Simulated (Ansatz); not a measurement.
```cif
data_structure
_symmetry_space_group_name_H-M 'P 1'
_symmetry_Int_Tables_number 1
_cell_length_a 3.2958
_cell_length_b 3.2958
_cell_length_c 3.2958
_cell_angle_alpha 60.000
_cell_angle_beta 60.000
_cell_angle_gamma 60.000
_cell_volume 25.31
loop_
_atom_site_label
_atom_site_type_symbol
_atom_site_fract_x
_atom_site_fract_y
_atom_site_fract_z
_atom_site_occupancy
Ti1 Ti 0.00000 0.00000 0.00000 1
O1 O 0.25000 0.25000 0.25000 1
O2 O 0.75000 0.75000 0.75000 1
```

* orbitals: PBE
* datasets: hard PAW set made for 700 eV
* k mesh: 4×4×4
* empty bands: 67
* response cutoff: 200 eV
* wave cutoff: 700 eV
* frequencies: contour deformation
* q → 0 term: the completed-sum build's own treatment
* band sums: completed

Program: Ansatz. The Kohn-Sham gap (from k = (0, -0.5, -0.5) to Γ) is 1.20 eV and the electronic dielectric constant on this mesh 9.6.

Question: By how much does G0W0 change the gap?

Answer: By +1.34 eV, to 2.54 eV. The valence edge moves by -0.99 eV (Z = 0.73) and the conduction edge by +0.34 eV (Z = 0.72).

This ran on a trial build of the method. The cell is a model at fixed atoms and needn't be the relaxed known crystal. Points k are given in fractions of the reciprocal vectors. The mesh is coarse, so these are values at the stated settings, not converged ones. The response is still cut, so the gap isn't quite at its basis limit. The build that completes the sums treats q → 0 its own way, which shifts gaps on a coarse mesh by up to tenths of an eV. The gap is read on the mesh, and the crystal's band edges can lie off it. Meshes this coarse can overestimate the dielectric constant by a tenth and more.
